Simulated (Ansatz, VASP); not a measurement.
Given: the input of a run of Ansatz 0.2.0 on Ni.

Contents of input.yaml:

```yaml
crystal:
  lattice:
    - [0.0, 1.737572933, 1.737572933]
    - [1.737572933, 0.0, 1.737572933]
    - [1.737572933, 1.737572933, 0.0]
  atoms:
    - { symbol: Ni, position: [0.0, 0.0, 0.0], spin: 1.0 }
kpoints:
  mp_grid: { grid: [13, 13, 13] }
scf:
  occupations: { method: fermi_dirac, width: 0.05 }
hamiltonian:
  xc: pbe
  dispersion: d4
  pseudopotentials: { kind: all_electron, lapw: { basis_error: 0.001 } }
magnetization:
  spin_polarized: true
output:
  forces: true
  stress: true
relax:
  f_tol: 0.02
  max_steps: 60
  cell: {}
```

Potentials or basis: all-electron LAPW, scalar-relativistic.

Launch:

```bash
$ ansatz run input.yaml --threads 2 --pin off --max-ram 6144MiB --backend cpu --events-out ev --progress --plain --runs-dir out
```

Q: Translate it to VASP 6.6.1. Potentials there: VASP PAW PBE potentials, release 64 (Ni).

A: As run (the cutoff follows the program's own potentials):

Contents of INCAR:

```
PREC = Accurate
ENCUT = 600
EDIFF = 1E-6
ISMEAR = -1
SIGMA = 0.05
LREAL = False
LASPH = True
NELM = 150
ALGO = Normal
ISIF = 3
LWAVE = False
LCHARG = False
ISPIN = 2
MAGMOM = 1
LORBIT = 11
LMAXMIX = 4
GGA = PE
IVDW = 13
IBRION = 2
NSW = 80
EDIFFG = -0.02
```

Contents of KPOINTS:

```
Automatic mesh
0
Gamma
  13 13 13
```

Contents of POSCAR:

```
Ni
1.0
    0.0000000000      1.7375729330      1.7375729330
    1.7375729330      0.0000000000      1.7375729330
    1.7375729330      1.7375729330      0.0000000000
Ni
1
Direct
    0.0000000000      0.0000000000      0.0000000000
```

Potentials or basis: VASP PAW PBE potentials, release 64 (Ni).

Launch:

```bash
$ cat potpaw_PBE.64/Ni/POTCAR > POTCAR
$ mpirun -np 1 vasp_std > vasp.out
```

Both were run:

|  | VASP | Ansatz | Ansatz less VASP |
| --- | --- | --- | --- |
| net moment per atom (μB) | 0.62 | 0.63 | +0.007 |
| size of the moment on the site where the two differ most (μB) | 0.63 | 0.66 | +0.027 |
| relaxed volume (Å³/atom) | 10.55 | 10.56 | +0.010 |
| relaxed cell length with the largest relative difference (Å) | 2.462 | 2.462 | +0.0008 |

Site moments also hang on the region over which each program counts them. Ansatz ran all-electron here, so the differences hold the error of VASP's frozen core and of both bases.

Caveats: pairwise dispersion overbinds metals, which lowers pressure and volume (VASP).
